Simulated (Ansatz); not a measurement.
# Calculated with Ansatz: SrO, vacancy hop by nudged elastic band

Input:

```yaml
crystal:
  lattice:
    - [0.0, 5.213508, 5.213508]
    - [5.213508, 0.0, 5.213508]
    - [5.213508, 5.213508, 0.0]
  atoms:
    - { symbol: Sr, position: [-0.00334354, -0.00050031, 0.00150491] }
    - { symbol: O, position: [0.24453422, 0.25397058, 0.25169776] }
    - { symbol: Sr, position: [-0.0004706, 0.00597848, 0.49647261] }
    - { symbol: O, position: [0.24912343, 0.24641976, 0.75002638] }
    - { symbol: Sr, position: [0.00258942, 0.50077391, -0.00462329] }
    - { symbol: O, position: [0.25102493, 0.74671134, 0.25028621] }
    - { symbol: Sr, position: [-0.00224437, 0.49828621, 0.49814352] }
    - { symbol: O, position: [0.24956804, 0.74910077, 0.74832234] }
    - { symbol: Sr, position: [0.50045499, -0.00257246, 0.00148313] }
    - { symbol: Sr, position: [0.49862155, 0.00413635, 0.4975936] }
    - { symbol: O, position: [0.75048035, 0.24914109, 0.74643708] }
    - { symbol: Sr, position: [0.50021306, 0.50049545, 0.00548628] }
    - { symbol: O, position: [0.75468054, 0.75344319, 0.24533654] }
    - { symbol: Sr, position: [0.49976907, 0.49116982, 0.50489503] }
    - { symbol: O, position: [0.74726928, 0.74783982, 0.75822991] }
kpoints:
  mp_grid: { grid: [2, 2, 2] }
magnetization:
  spin_polarized: false
scf:
  occupations: { method: cold, width: 0.15 }
hamiltonian:
  pseudopotentials: { kind: paw }
  xc: pbe
basis:
  ecutwfc: 420
neb:
  images: 3
  relax_end_points: true
  climbing: true
  f_tol: 0.05
  max_iterations: 40
  order_check: false
  final_atoms:
    - { symbol: Sr, position: [-0.00334354, -0.00050031, 0.00150491] }
    - { symbol: O, position: [0.24453422, 0.25397058, 0.25169776] }
    - { symbol: Sr, position: [-0.0004706, 0.00597848, 0.49647261] }
    - { symbol: O, position: [0.24912343, 0.24641976, 0.75002638] }
    - { symbol: Sr, position: [0.00258942, 0.50077391, -0.00462329] }
    - { symbol: O, position: [-0.24916222, 1.24531917, 0.25714728] }
    - { symbol: Sr, position: [-0.00224437, 0.49828621, 0.49814352] }
    - { symbol: O, position: [0.24956804, 0.74910077, 0.74832234] }
    - { symbol: Sr, position: [0.50045499, -0.00257246, 0.00148313] }
    - { symbol: Sr, position: [0.49862155, 0.00413635, 0.4975936] }
    - { symbol: O, position: [0.75048035, 0.24914109, 0.74643708] }
    - { symbol: Sr, position: [0.50021306, 0.50049545, 0.00548628] }
    - { symbol: O, position: [0.75468054, 0.75344319, 0.24533654] }
    - { symbol: Sr, position: [0.49976907, 0.49116982, 0.50489503] }
    - { symbol: O, position: [0.74726928, 0.74783982, 0.75822991] }
```

Launch command:

```bash
ansatz run input.yaml --threads 4 --pin off --max-ram 8192MiB --backend cpu --events-out ev --progress --plain --runs-dir out
```

Origin of the cell: a database entry, scaled a little.

The cell is 2×2×2 cells of SrO with one O taken out; atom 6 (O) hops into the empty site, 3.68 Å away before the end points are relaxed. All atoms were shaken by about 0.02 Å first.

Output (shortened):

```
Warning: neb: disabling space-group detection — the band's intermediate images generally break the endpoint symmetry, so no spatial operation reduces the k-mesh or symmetrises the density, ex […]
Pseudopotentials: kind: paw
Pseudopotential: Sr, paw, valence charge 10, recommended cutoff 420 eV (normal), Sr.paw.azcp
Pseudopotential: O, paw, valence charge 6, recommended cutoff 420 eV (normal), O.paw.azcp
Functional definition: PBE
  exchange = pbe_x(kappa = kappa, mu = beta*pi^2/3)
  correlation = pbe_c(beta = beta)
parallel-image band execution: 3 concurrent image workers
NEB image 0
Crystal: 15 atoms, lattice volume = 283.413 Å³
Basis set: ecut = 420 eV, 5577 PW (Γ), exchange–correlation on 100×100×100 points (8 copies of the dense FFT grid, shifted against one another)
Bands: 76, of which v1, the nominal top of the filled ones, is band 61 counted from 1 (60 counted from 0)
[… 6 lines left out …]
Initial density: superposition of atomic densities (neutral atoms: chi_scale 0, normalization atom), corrected by the library's trained network
Functional: x = pbe(κ = 0.804, μ = 0.219515), c = pbe(β = 0.066725)
SCF iter   1: F=—  HF=-32344.752458 eV  Δρ=3.08e-3  dr2=4.78e-2
SCF iter   2: F=—  HF=-32345.509346 eV  S|Δr|=    1.11e0  Δρ=2.33e-3  dr2=1.37e-2  defer=1
SCF iter   3: F=—  HF=-32344.736570 eV  S|Δr|=    1.13e0  Δρ=8.76e-4  dr2=5.27e-3  defer=1
[… 10 lines left out …]
SCF iter  14: F=—  HF=-32345.519669 eV  S|Δr|=   1.42e-8  Δρ=2.16e-5  dr2=1.27e-6  defer=62
SCF iter  15: F=—  HF=-32345.519669 eV  S|Δr|=   3.19e-9  Δρ=7.92e-6  dr2=1.50e-7  defer=62
SCF iter  16: F=-32345.519669 eV  HF=-32345.519669 eV  S|Δr|=  5.66e-10  Δρ=2.00e-6  dr2=1.16e-8
NEB iter   1: max|band force component| = 5.319e0 eV/Å  barrier→ = 4.8731 eV  barrier← = 4.8730 eV  Δτ_max = 0.2000 Å  (55 SCF iters)
NEB iter   2: max|band force component| = 1.898e0 eV/Å  barrier→ = 3.8718 eV  barrier← = 3.8717 eV  Δτ_max = 0.1977 Å  (29 SCF iters)
NEB iter   3: max|band force component| = 5.651e-1 eV/Å  barrier→ = 2.8021 eV  barrier← = 2.8021 eV  Δτ_max = 0.0598 Å  (28 SCF iters)
NEB iter   4: max|band force component| = 4.660e-1 eV/Å  barrier→ = 2.6206 eV  barrier← = 2.6205 eV  CI = image 2  Δτ_max = 0.0787 Å  (24 SCF iters)
NEB iter   5: max|band force component| = 1.152e-1 eV/Å  barrier→ = 2.5238 eV  barrier← = 2.5238 eV  CI = image 2  Δτ_max = 0.0298 Å  (25 SCF iters)
NEB iter   6: max|band force component| = 4.581e-2 eV/Å  barrier→ = 2.5153 eV  barrier← = 2.5152 eV  CI = image 2  Δτ_max = 0.0092 Å  (22 SCF iters)
NEB iter   7: max|band force component| = 4.446e-2 eV/Å  barrier→ = 2.5141 eV  barrier← = 2.5140 eV  CI = image 2  Δτ_max = 0.0000 Å  (8 SCF iters)
--- NEB band (5 images, 7 band iterations, 191 SCF iterations, 59 more in tests of the images' electronic states and relaxations of end points) ---
  forward barrier  = 2.514057 eV
  backward barrier = 2.513982 eV
  lagrangian_above_aufbau_ev (what the smearing adds, to first order; not taken off the barriers): saddle image -0.005338 eV, end points +0.011772 and +0.011773 eV
  climbing image's point = of an order that was not read
  energies are F+E_penalty+E_count in eV, relative to image 0
  image     s (Å)  Δ vs image 0  max|band force component| (eV/Å)
      0    0.0000      0.000000                                 —
      1    0.9773      1.052013                          4.386e-2
  *   2    1.9570      2.514057                          1.206e-2
      3    2.9359      1.053557                          4.446e-2
      4    3.9125      0.000075                                 —
```

The converged band:

```json
{"image": "0", "path over all atoms (Å)": "0.00", "ΔF (eV)": "0.000", "O x": "5.21", "y": "2.60", "z (Å)": "5.21"}
{"image": "1", "path over all atoms (Å)": "0.98", "ΔF (eV)": "1.052", "O x": "5.83", "y": "1.99", "z (Å)": "5.21"}
{"image": "2", "path over all atoms (Å)": "1.96", "ΔF (eV)": "2.514", "O x": "6.52", "y": "1.30", "z (Å)": "5.21"}
{"image": "3", "path over all atoms (Å)": "2.94", "ΔF (eV)": "1.054", "O x": "7.20", "y": "0.62", "z (Å)": "5.21"}
{"image": "4", "path over all atoms (Å)": "3.91", "ΔF (eV)": "0.000", "O x": "7.82", "y": "0.00", "z (Å)": "5.21"}
```

Relaxed start, forces in eV/Å:

```xyz
15
Lattice="0.000 5.214 5.214 5.214 0.000 5.214 5.214 5.214 0.000" Properties=species:S:1:pos:R:3:forces:R:3 pbc="T T T" image=0
Sr   -0.044   -0.002   -0.005    0.000    0.000    0.000
O     2.605    2.605    2.602    0.000    0.000    0.000
Sr    2.605    2.647   -0.005    0.000    0.000    0.000
O     5.212    5.211    2.602    0.000    0.000    0.000
Sr    2.605   -0.002    2.645    0.000    0.000    0.000
O     5.212    2.605    5.209    0.000    0.000    0.000
Sr    5.212    2.604    2.602    0.000    0.000    0.000
O     7.819    5.211    5.209    0.000    0.000    0.000
Sr   -0.001    2.605    2.602    0.000    0.000    0.000
Sr    2.605    5.211    2.559    0.000    0.000    0.000
O     5.212    7.818    5.209    0.000    0.000    0.000
Sr    2.605    2.562    5.209    0.000    0.000    0.000
O     5.212    5.211    7.816    0.000    0.000   -0.001
Sr    5.255    5.211    5.209    0.000    0.000    0.000
O     7.819    7.818    7.816    0.000    0.000    0.000
```

Highest image (2), forces in eV/Å:

```xyz
15
Lattice="0.000 5.214 5.214 5.214 0.000 5.214 5.214 5.214 0.000" Properties=species:S:1:pos:R:3:forces:R:3 pbc="T T T" image=2
Sr   -0.238   -0.238   -0.005    0.011    0.011   -0.001
O     2.644    2.643    2.638   -0.004   -0.004    0.012
Sr    2.843    2.843   -0.005   -0.012   -0.011    0.000
O     5.176    5.175    2.638    0.004    0.004    0.012
Sr    2.545    0.060    2.377   -0.001    0.002    0.002
O     6.516    1.302    5.209    0.000    0.000    0.001
Sr    5.274    2.545    2.827    0.003   -0.004   -0.002
O     7.751    5.281    5.208    0.006   -0.006    0.000
Sr    0.060    2.545    2.377    0.002   -0.001    0.001
Sr    2.546    5.273    2.827   -0.004    0.003   -0.003
O     5.282    7.751    5.209   -0.006    0.006    0.000
Sr    2.477    2.476    5.209    0.004    0.003    0.000
O     5.176    5.175    7.780    0.004    0.004   -0.012
Sr    5.342    5.342    5.209   -0.003   -0.004    0.002
O     7.857    7.857    7.780   -0.004   -0.004   -0.012
```

Relaxed end, forces in eV/Å:

```xyz
15
Lattice="0.000 5.214 5.214 5.214 0.000 5.214 5.214 5.214 0.000" Properties=species:S:1:pos:R:3:forces:R:3 pbc="T T T" image=4
Sr    0.000   -0.043   -0.007    0.001    0.000    0.004
O     2.609    2.608    2.600   -0.005   -0.005    0.006
Sr    2.649    2.606   -0.004   -0.001    0.006   -0.008
O     5.214    5.213    2.603    0.000    0.001   -0.006
Sr    2.606   -0.001    2.602    0.004    0.001    0.001
O     7.820    0.002    5.209    0.001   -0.004   -0.001
Sr    5.212    2.606    2.558    0.007    0.003    0.003
O     7.820    5.216    5.208    0.000   -0.004    0.001
Sr    0.000    2.606    2.644    0.002    0.004    0.001
Sr    2.607    5.213    2.602    0.000    0.003   -0.001
O     5.213    7.822    5.209    0.004   -0.006   -0.002
Sr    2.566    2.606    5.210   -0.008    0.003   -0.006
O     5.214    5.213    7.816    0.000    0.002   -0.001
Sr    5.214    5.257    5.208    0.001   -0.002    0.004
O     7.823    7.820    7.814   -0.006   -0.001    0.003
```

Barrier of this path: 2.51 eV forwards, 2.51 eV backwards, after 7 band iterations.

Caveats: the k mesh is coarse if the cell is a metal; a small cell with a neutral vacancy and no spin, whose shape can make like sites unlike; the cell is held at a rescaled volume, and strain moves barriers; the hop was drawn among near neighbours and need not be the easiest path; few images and a loose tolerance, and neither the top nor the ends were tested for their order.

The run took 53 s of wall time on 4 CPU thread(s) of a shared host, from the program's own first density.
